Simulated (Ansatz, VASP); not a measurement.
**One calculation of BaS, two programs**

```
Ba S
1.0
     5.31167    0.00000    0.00000
     0.00000    5.31167    0.00000
     0.00000    0.00000    3.77550
Ba S
2 2
Direct
  0.50000 0.00000 0.43784
  0.00000 0.50000 0.56216
  0.00000 0.00000 0.00000
  0.50000 0.50000 0.00000
```

Alike in both runs: functional PBEsol; k mesh 6 × 6 × 8; occupations gaussian, width 0.05 eV; no spin polarisation.

Ansatz relaxed the structure, and its values are those at the end. VASP's run is a single point on that final structure, the one shown.

```csv
,VASP,Ansatz
version,VASP 6.6.1,Ansatz 0.2.0
potentials or method,"VASP PAW PBE potentials, release 64 (Ba_sv, S)","scalar-relativistic, plane waves, PAW"
plane-wave cutoff (eV),520,420
valence electrons in the cell,32,32
```

|  | VASP | Ansatz | Ansatz less VASP |
| --- | --- | --- | --- |
| gap on the k mesh at the Fermi level (eV) | 1.40 | 1.50 | +0.106 |
| least direct gap on the mesh (eV) | 1.40 | 1.50 | +0.106 |
| pressure (GPa) | 2.1 | 0.8 | -1.26 |
| rms of the force components (eV/Å) | 0.017 | 0.002 | -0.0149 |

Caveats: the PAW data sets were made with another functional, which shifts forces and pressure a little (VASP); spin-orbit coupling is left out, which moves the levels of the heavy elements. A k mesh can miss the band edges.
